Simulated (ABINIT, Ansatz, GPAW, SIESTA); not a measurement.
# One calculation of PbO2, 4 ways

```xyz
3
Lattice="0.0000 2.7020 2.7020 2.7020 0.0000 2.7020 2.7020 2.7020 0.0000" Properties=species:S:1:pos:R:3 pbc="T T T"
Pb    0.0198    0.0040   -0.0052
O     4.0228    4.0189    4.0321
O     1.3874    1.2948    1.3787
```

The cell comes from a database or a generator and needn't be the stable form of this composition.

Atoms were shifted at random by some hundredths of an Å from the given cell, which wasn't relaxed again for these runs.

Alike in all runs: task single point; functional PBEsol; k mesh 9 × 9 × 9; occupations fermi-dirac, width 0.05 eV; no spin polarisation; no spin-orbit coupling. Pressure is positive in compression and, in plane waves, holds the error of the finite cutoff.

```csv
program and potentials,plane-wave cutoff (eV),notes,pressure (GPa),largest force (eV/Å),energy over the undisturbed cell (meV/atom)
"SIESTA, files PseudoDojo sr-pbesol-0.4.1-standard, DZP (energy shift 0.003 Ry; two zetas on semicore shells)",-,atomic basis,-0.84,0.569,10.41
"GPAW, PAW data sets generated for this functional",800,-,-6.76,0.477,8.28
"ABINIT, PseudoDojo NC SR PBEsol v0.4.1 standard",1143,-,-4.44,0.496,-
"Ansatz, all-electron LAPW, scalar-relativistic",-,-,-5.33,0.483,-
```

Force on atom 3 (O), eV/Å:

```
                                                                                      program and potentials       x      y       z
SIESTA, files PseudoDojo sr-pbesol-0.4.1-standard, DZP (energy shift 0.003 Ry; two zetas on semicore shells)  -0.328  0.337  -0.320
                                                           GPAW, PAW data sets generated for this functional  -0.303  0.249  -0.271
                                                             ABINIT, PseudoDojo NC SR PBEsol v0.4.1 standard  -0.308  0.269  -0.281
                                                              Ansatz, all-electron LAPW, scalar-relativistic  -0.304  0.256  -0.274
```

The pressure spans -6.76 (GPAW, PAW data sets generated for this functional) to -0.84 GPa (SIESTA, files PseudoDojo sr-pbesol-0.4.1-standard, DZP (energy shift 0.003 Ry; two zetas on semicore shells)), with all-electron results at -5.33. Rows in atomic bases carry the error of their basis and grid, which can be large.

The functional is the same throughout but for its coding, so the spread measures potentials, basis and numerics; runs on potential files found faulty are left out.
